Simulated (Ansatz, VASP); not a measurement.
**Ca: VASP beside Ansatz**

```
CELL_PARAMETERS angstrom
-2.28480 2.28480 2.24000
2.28480 -2.28480 2.24000
2.19520 2.19520 -2.24000
ATOMIC_POSITIONS crystal
Ca 0.00000 0.00000 0.00000
```

Change from the starting cell: strain = -0.04.

Alike in both runs: task single point; functional PBE; k mesh 8 × 8 × 8; occupations fermi-dirac, width 0.05 eV; no spin polarisation.

|  | VASP | Ansatz |
| --- | --- | --- |
| version | VASP 6.6.1 | Ansatz 0.2.0 |
| potentials or method | VASP PAW PBE potentials, release 64 (Ca_sv) | Ansatz PAW |
| plane-wave cutoff (eV) | 520 | 420 |
| valence electrons in the cell | 10 | 10 |

```csv
,VASP,Ansatz,Ansatz less VASP
gap on the k mesh at the Fermi level (eV),none,none,-
pressure (GPa),-1.0,-1.0,-0.01
largest component of the traceless stress (GPa),0.48,0.48,-0.001
```

A gap of «none» marks a metal or a gap that the smearing closes. With one functional, cell and mesh, what is left measures potentials, basis and numerics.
